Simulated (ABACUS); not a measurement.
BaTiO3:

```
CELL_PARAMETERS angstrom
2.82737 1.63238 2.31839
-2.82737 1.63238 2.31839
0.00000 -3.26476 2.31839
ATOMIC_POSITIONS crystal
Ba 0.00000 0.00000 0.00000
Ti 0.48450 0.48450 0.48450
O 0.50860 0.01750 0.50860
O 0.01750 0.50860 0.50860
O 0.50860 0.50860 0.01750
```

```yaml
Program: ABACUS 3.10.1
Task: single point
Functional: PBE
Potentials_or_basis: PseudoDojo NC SR 0.4.1 PBE standard
Cutoff: 1143 eV
Density_cutoff: 4572 eV
Basis: plane waves
k_mesh: 7 × 7 × 7
Occupations: fermi-dirac, width 0.05 eV
Spin: no spin polarisation
```

On this cell: pressure 5.2 GPa; largest force 0.136 eV/Å; band gap on the k mesh 2.49 eV, indirect (least direct gap 2.82 eV).

The same run follows on a disturbed copy (atoms moved at random, drawn with an rms of 0.05 Å):

```
CELL_PARAMETERS angstrom
2.82737 1.63238 2.31839
-2.82737 1.63238 2.31839
0.00000 -3.26476 2.31839
ATOMIC_POSITIONS crystal
Ba 0.98732 0.99202 0.00712
Ti 0.48312 0.47259 0.48203
O 0.51050 0.00929 0.51653
O 0.02118 0.52026 0.51359
O 0.51078 0.51392 0.01422
```

Q: What changes?

A: The energy moves by +9.4 meV/atom; pressure 5.5 GPa; largest force 0.542 eV/Å; band gap on the k mesh 2.61 eV, indirect (least direct gap 3.01 eV).

Forces on the atoms (eV/Å):
```
Ba   0.200  0.309 -0.001
Ti  -0.304 -0.103  0.438
O   -0.305  0.326  0.090
O    0.175 -0.159 -0.464
O    0.233 -0.373 -0.063
```

Stress tensor (GPa, compression positive):
```
 5.34  0.24 -0.08
 0.24  5.08  0.45
-0.08  0.45  6.18
```

Caveats: this release of the barium file is off; there are fewer bands than atomic start orbitals, so a level may be missed at k points of high symmetry; spin-orbit coupling is left out, which moves the levels of the heavy elements; an odd mesh through Γ misses points on the zone boundary, where band edges often lie.
